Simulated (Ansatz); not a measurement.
**InN: tensor shear ε_xz = +0.63 %**

The reference is InN in the zinc blende structure (space group F-43m, No. 216; a = 4.9999 Å). Axes: x, y, z lie along the cube axes.

Modification: tensor shear ε_xz = +0.63 % (engineering shear γ = 0.0126); the atoms relax in the strained cell.

Computed with r2SCAN (Ansatz, a program for electronic structure; PAW; 500 eV plane waves; no spin-orbit coupling), earlier PAW set. Settings: 11×11×11 k-points, 0.05 eV Fermi–Dirac smearing.

The volume per atom is still 15.62 Å³ and the space group changes from F-43m (No. 216) to Imm2 (No. 44). The shortest interatomic distance decreases by 0.002 Å (2.165 Å → 2.163 Å) and the energy increases by 0.6 meV/atom. The pressure (mean of the normal stresses, compression positive) remains 0.0 GPa and the band gap is still zero. The stress (xx, yy, zz, yz, xz, xy; compression positive) amounts to (0.0, 0.0, 0.0, 0.0, -1.1, 0.0) GPa (rough).

Cost of the whole job for the changed cell (relaxation, final SCF and bands): around 90 core-seconds (rough).

Without a gap, meshes like the base's 11×11×11 leave anisotropic stresses uncertain by several tenths of a GPa, and small strain energies with them. No phonon test of stability was made. All final runs are without spin polarisation. Gaps under 0.05 eV, about the width of the smearing, are given as zero. This is not the structure that InN has at room temperature and ambient pressure. The zero or small gap of InN can change with the level of theory.
